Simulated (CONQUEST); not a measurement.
GaP:

```
CELL_PARAMETERS angstrom
3.85409 0.00000 0.00000
0.00000 3.85409 0.00000
0.00000 0.00000 5.45050
ATOMIC_POSITIONS crystal
Ga 0.00000 0.00000 0.00000
Ga 0.50000 0.50000 0.50000
P 0.00000 0.50000 0.25000
P 0.50000 0.00000 0.75000
```

Program: CONQUEST 1.3. Alike in all runs: task single point; level PBE; no spin polarisation; cell as given; smearing fermi-dirac 0.05 eV.

Q: Order these runs on this cell by their band gap on the k mesh, lowest first.
A. potentials or basis PseudoDojo NC PBE, SZ, grid cutoff 120 Ha; k mesh 7 × 7 × 5
B. potentials or basis PseudoDojo NC PBE, DZP, grid cutoff 120 Ha; k mesh 7 × 7 × 5
C. potentials or basis PseudoDojo NC PBE, SZP, grid cutoff 120 Ha; k mesh 6 × 6 × 4

A: B (1.54 eV), C (1.71 eV), A (2.12 eV).

Caveats: the basis of atomic orbitals isn't converged, which shifts pressures, moduli and gaps; the atomic basis is small (some runs); the real-space grid breaks the cell's symmetry a little (some runs); the box holds several primitive cells, so bands are folded and the points are those of the box's own zone (some runs); an odd mesh through Γ misses points on the zone boundary, where band edges often lie (some runs).

A k mesh can miss the band edges, odd and even meshes differently.
